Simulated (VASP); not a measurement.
# Ca (Fm-3m) in VASP: settings compared

The runs below take Ca through relaxation of cell and atoms, single point, with PBE, LDA, PBEsol, r2SCAN.

All numbers are computed with VASP 6.6.1; they aren't measurements. Logs are shortened: lines on timing, memory, paths and dates and some standing lists are left out, and cuts for length are marked.

## Step 1: The structure

Symmetry: Fm-3m, No. 225, cubic system. Conventional cell: a = 5.588 Å, b = 5.588 Å, c = 5.588 Å, α = 90.00°, β = 90.00°, γ = 90.00°. Around Ca (site symmetry m-3m) lie 12 Ca at 3.95 Å.

## Step 2: Relaxation of cell and atoms, PBE

INCAR

```
  PREC = Accurate
  ENCUT = 600
  EDIFF = 1E-6
  ISMEAR = 1
  SIGMA = 0.1
  LREAL = False
  LASPH = True
  NELM = 120
  ALGO = Fast
  ISIF = 3
  LWAVE = False
  LCHARG = False
  GGA = PE
  IBRION = 2
  NSW = 80
  EDIFFG = -0.01
  ISYM = 2
  KPAR = 4
```

KPOINTS

```
regular mesh
0
Gamma
  13 13 13
```

POSCAR

```
Ca
1.0
    0.0000000000      2.7942000000      2.7942000000
    2.7942000000      0.0000000000      2.7942000000
    2.7942000000      2.7942000000      0.0000000000
Ca
1
Direct
    0.0000000000      0.0000000000      0.0000000000
```

Potentials or basis: VASP PAW PBE potentials, release 64 (Ca_sv).

On the command line:

```bash
$ cat potpaw_PBE.64/Ca_sv/POTCAR > POTCAR
$ mpirun -np 4 vasp_std > vasp.out
```

OUTCAR:

```text
PREC = Accurate
   ENCUT = 600
   EDIFF = 1E-6
   ISMEAR = 1
   LREAL = False
   LASPH = True
   NELM = 120
   ISIF = 3
   GGA = PE
   IBRION = 2
   NSW = 80
   EDIFFG = -0.01
   ISYM = 2

 ion  position               nearest neighbor table
   1  0.000  0.000  0.000-

  LATTYP: Found a face centered cubic cell.
 ALAT       =     5.5884000000

  Lattice vectors:

 A1 = (   0.0000000000,   2.7942000000,   2.7942000000)
 A2 = (   2.7942000000,   0.0000000000,   2.7942000000)
 A3 = (   2.7942000000,   2.7942000000,   0.0000000000)

Analysis of symmetry for initial positions (statically):
=====================================================================
 Subroutine PRICEL returns:
 Original cell was already a primitive cell.

 Routine SETGRP: Setting up the symmetry group for a
 face centered cubic supercell.

 Subroutine GETGRP returns: Found 48 space group operations
 (whereof 48 operations were pure point group operations)
 out of a pool of 48 trial point group operations.

The static configuration has the point symmetry O_h .

Analysis of symmetry for dynamics (positions and initial velocities):
=====================================================================
 Subroutine PRICEL returns:
 Original cell was already a primitive cell.

 Routine SETGRP: Setting up the symmetry group for a
 face centered cubic supercell.

 Subroutine GETGRP returns: Found 48 space group operations
 (whereof 48 operations were pure point group operations)
 out of a pool of 48 trial point group operations.

The dynamic configuration has the point symmetry O_h .

 Subroutine INISYM returns: Found 48 space group operations
 (whereof 48 operations are pure point group operations),
 and found     1 'primitive' translations

----------------------------------------------------------------------------------------

                                     Primitive cell

  volume of cell :      43.6317

  direct lattice vectors                    reciprocal lattice vectors
     0.000000000  2.794200000  2.794200000    -0.178942094  0.178942094  0.178942094
     2.794200000  0.000000000  2.794200000     0.178942094 -0.178942094  0.178942094
     2.794200000  2.794200000  0.000000000     0.178942094  0.178942094 -0.178942094

  length of vectors
     3.951595536  3.951595536  3.951595536     0.309936799  0.309936799  0.309936799

  position of ions in fractional coordinates (direct lattice)
     0.000000000  0.000000000  0.000000000

  ion indices of the primitive-cell ions
   primitive index   ion index
                 1           1

----------------------------------------------------------------------------------------

 KPOINTS: regular mesh

Automatic generation of k-mesh.
 Grid dimensions read from file:
 generate k-points for:   13   13   13

 Generating k-lattice:

  Cartesian coordinates                     Fractional coordinates (reciprocal lattice)
    -0.013764776  0.013764776  0.013764776     0.076923077  0.000000000  0.000000000
     0.013764776 -0.013764776  0.013764776     0.000000000  0.076923077  0.000000000
     0.013764776  0.013764776 -0.013764776     0.000000000  0.000000000  0.076923077

  Length of vectors
     0.023841292  0.023841292  0.023841292

  Shift w.r.t. Gamma in fractional coordinates (k-lattice)
     0.000000000  0.000000000  0.000000000

 Subroutine IBZKPT returns following result:
 ===========================================

 Found     84 irreducible k-points:

 Following reciprocal coordinates:
            Coordinates               Weight
  0.000000  0.000000  0.000000      1.000000
  0.076923  0.000000  0.000000      8.000000
  0.153846  0.000000  0.000000      8.000000
  0.230769  0.000000  0.000000      8.000000
  0.307692  0.000000  0.000000      8.000000
  0.384615  0.000000  0.000000      8.000000
[... 16 lines left out ...]
  0.384615  0.153846  0.000000     24.000000
  0.461538  0.153846  0.000000     24.000000
 [... further k-points ...]
   k-points           NKPTS =     84   k-points in BZ     NKDIM =     84   number of bands    NBANDS=      9
   number of dos      NEDOS =    301   number of ions     NIONS =      1
   total plane-waves  NPLWV =  32768
   dimension x,y,z NGX =    32 NGY =   32 NGZ =   32
   dimension x,y,z NGXF=    64 NGYF=   64 NGZF=   64
   ions per type =               1
   NGX,Y,Z   is equivalent  to a cutoff of  13.46, 13.46, 13.46 a.u.
   NGXF,Y,Z  is equivalent  to a cutoff of  26.93, 26.93, 26.93 a.u.
 SYSTEM =  unknown system
   PREC   = accura    normal or accurate (medium, high low for compatibility)
   ISTART =      0    job   : 0-new  1-cont  2-samecut
   ICHARG =      2    charge: 1-file 2-atom 10-const
   ISPIN  =      1    spin polarized calculation?
   LNONCOLLINEAR =      F non collinear calculations
   LSORBIT =      F    spin-orbit coupling
   LASPH  =      T    aspherical Exc in radial PAW
   ENCUT  =  600.0 eV  44.10 Ry    6.64 a.u.   7.89  7.89  7.89*2*pi/ulx,y,z
   NELM   =    120;   NELMIN=  2; NELMDL= -5     # of ELM steps
   EDIFF  = 0.1E-05   stopping-criterion for ELM
   LREAL  =      F    real-space projection
   EDIFFG = -.1E-01   stopping-criterion for IOM
   NSW    =     80    number of steps for IOM
   IBRION =      2    ionic relax: 0-MD 1-quasi-New 2-CG
   NFREE  =      1    steps in history (QN), initial steepest desc. (CG)
   ISIF   =      3    stress and relaxation
   ISYM   =      2    0-nonsym 1-usesym 2-fastsym
   POTIM  = 0.5000    time-step for ionic-motion
   TEBEG  =    0.0;   TEEND  =   0.0 temperature during run
   PSTRESS=    0.0 pullay stress
   NELECT =      10.0000    total number of electrons
   NUPDOWN=      -1.0000    fix difference up-down
   EMIN   =  10.00;   EMAX   =-10.00  energy-range for DOS
   EFERMI =   0.00;   METHOD = LEGACY
   ISMEAR =     1;   SIGMA  =   0.10  broadening in eV -4-tet -1-fermi 0-gaus
   EFERMI_NEDOS =   21; number of points for ismear=-14 and -15
   IALGO  =     68    algorithm
   IMIX   =      4    mixing-type and parameters
     AMIX     =   0.40;   BMIX     =  1.00
     AMIX_MAG =   1.60;   BMIX_MAG =  1.00
  volume/ion in A,a.u.               =      43.63       294.44
  Fermi-wavevector in a.u.,A,eV,Ry     =   1.001861  1.893242 13.656506  1.003725
  Thomas-Fermi vector in A             =   2.134310
   LORBIT       =      0    0 simple, 1 ext, 2 COOP (PROOUT), +10 PAW based schemes
   GGA     = PE    functional components
   LHFCALC =     F    Hartree Fock is set to
   AEXX    =    0.0000 exact exchange contribution
   IVDW    =     0    specifies the selected vdW correction
   LEPSILON=     F    determine dielectric tensor
   LRPA    =     F    only Hartree local field effects (RPA)
 conjugate gradient relaxation of ions
 non-spin polarized calculation
 RMM-DIIS sequential band-by-band and
 Methfessel and Paxton  Order N= 1 SIGMA  =   0.10
  energy-cutoff  :      600.00
  volume of cell :       43.63
 maximum number of plane-waves:      1472
   NGX = 15   NGY = 15   NGZ = 15

--------------------------------------- Ionic step        1  -------------------------------------------

 number of electron      10.0000001 magnetization

 Free energy of the ion-electron system (eV)
  ---------------------------------------------------
  ext. energy  EPLUGINS =         0.00000000
  ---------------------------------------------------
  free energy    TOTEN  =        -1.92652959 eV

  energy without entropy =       -1.92605099  energy(sigma->0) =       -1.92637006

------------------------ aborting loop because EDIFF is reached ----------------------------------------

  FORCE on cell =-STRESS in cart. coord.  units (eV):
  Direction    XX          YY          ZZ          XY          YZ          ZX
  --------------------------------------------------------------------------------------
  -------------------------------------------------------------------------------------
  Total       -0.1462512     -0.1462512     -0.1462512      0.0000000     -0.0000000      0.0000000
  in kB       -5.3704110     -5.3704110     -5.3704110      0.0000000     -0.0000000      0.0000000
  external PRESSURE =      -5.3704110 kB  Pullay stress =       0.0000000 kB
[... 55 lines left out ...]
  energy  without entropy=       -1.9280815135  energy(sigma->0) =       -1.92841230

--------------------------------------- Ionic step        3  -------------------------------------------

 number of electron      10.0000001 magnetization

 Free energy of the ion-electron system (eV)
  ---------------------------------------------------
  ext. energy  EPLUGINS =         0.00000000
  ---------------------------------------------------
  free energy    TOTEN  =        -1.92883560 eV

  energy without entropy =       -1.92832634  energy(sigma->0) =       -1.92866584

 E-fermi :   1.9527     XC(G=0):  -7.7329

 val. band max:        1.9370235069   @ k =  -0.3846   0.3846   0.0000
 cond. band min:       1.9777970393   @ k =  -0.4615   0.1538   0.0769
 fundamental gap:      0.0407735324
 Fermi energy:         1.9527228733

 k-point     1 :       0.0000    0.0000    0.0000
  band No.  band energies     occupation
      1     -40.0710      2.00000
      2     -20.9880      2.00000
      3     -20.9880      2.00000
      4     -20.9880      2.00000
      5      -2.0682      2.00000
      6       4.2878      0.00000
      7       4.2878      0.00000
      8       4.2878      0.00000
      9       5.3549      0.00000
[... 265 lines left out ...]
 k-point    24 :       0.4615    0.1538    0.0000
  band No.  band energies     occupation
      1     -40.0571      2.00000
      2     -21.1079      2.00000
      3     -21.0218      2.00000
      4     -21.0141      2.00000
      5       0.6803      2.00000
      6       2.3403     -0.00000
      7       3.8132     -0.00000
      8       4.4698      0.00000
      9       5.9034      0.00000

 [... further k-points ...]

------------------------ aborting loop because EDIFF is reached ----------------------------------------

  FORCE on cell =-STRESS in cart. coord.  units (eV):
  Direction    XX          YY          ZZ          XY          YZ          ZX
  --------------------------------------------------------------------------------------
  -------------------------------------------------------------------------------------
  Total        0.0020824      0.0020824      0.0020824      0.0000000      0.0000000     -0.0000000
  in kB        0.0789730      0.0789730      0.0789730      0.0000000      0.0000000     -0.0000000
  external PRESSURE =       0.0789730 kB  Pullay stress =       0.0000000 kB
[... 16 lines left out ...]
  FREE ENERGIE OF THE ION-ELECTRON SYSTEM (eV)
  ---------------------------------------------------
  free  energy   TOTEN  =        -1.9288355967 eV

  energy  without entropy=       -1.9283263386  energy(sigma->0) =       -1.92866584

 reached required accuracy - stopping structural energy minimisation
```

It took 32 s on 4 MPI ranks of Intel Xeon Platinum 8375C at 2.90GHz (Ice Lake), shared host; peak memory 0.21 GiB.

Results:

| Quantity | Value |
| --- | --- |
| Free energy | -1.9288 eV |
| Relaxed volume | 42.25 Å³/atom |
| Relaxed cell | a = 3.909 Å, b = 3.909 Å, c = 3.909 Å, α = 60.00°, β = 60.00°, γ = 60.00° |
| Space group after relaxing (to 0.05 Å) | Fm-3m (No. 225) |
| Energy gained by relaxing | 2.3 meV/atom |
| Ionic steps | 3 |
| Pressure after relaxing | 0.0 GPa |
| Band gap on the k mesh | none (metal or under the smearing width) |

The path:
```tsv
step	energy change (eV)	largest force (eV/Å)	pressure (GPa)	volume (Å³)
1	0.0000	0.0000	-0.54	43.63
2	-0.0020	0.0000	-0.18	42.71
3	-0.0023	0.0000	0.01	42.25
```

Final structure:
```cif
data_structure
_symmetry_space_group_name_H-M 'P 1'
_symmetry_Int_Tables_number 1
_cell_length_a 3.9093
_cell_length_b 3.9093
_cell_length_c 3.9093
_cell_angle_alpha 60.000
_cell_angle_beta 60.000
_cell_angle_gamma 60.000
_cell_volume 42.25
loop_
_atom_site_label
_atom_site_type_symbol
_atom_site_fract_x
_atom_site_fract_y
_atom_site_fract_z
_atom_site_occupancy
Ca1 Ca 0.00000 0.00000 0.00000 1
```

Levels at points of the mesh, in eV from the Fermi level:
```csv
k point,band 2,band 3,band 4,band 5,band 6,band 7,band 8,band 9
"(0.00, 0.00, 0.00)",-22.94,-22.94,-22.94,-4.02,2.34,2.34,2.34,3.40
```

[end of part 1 of 2]
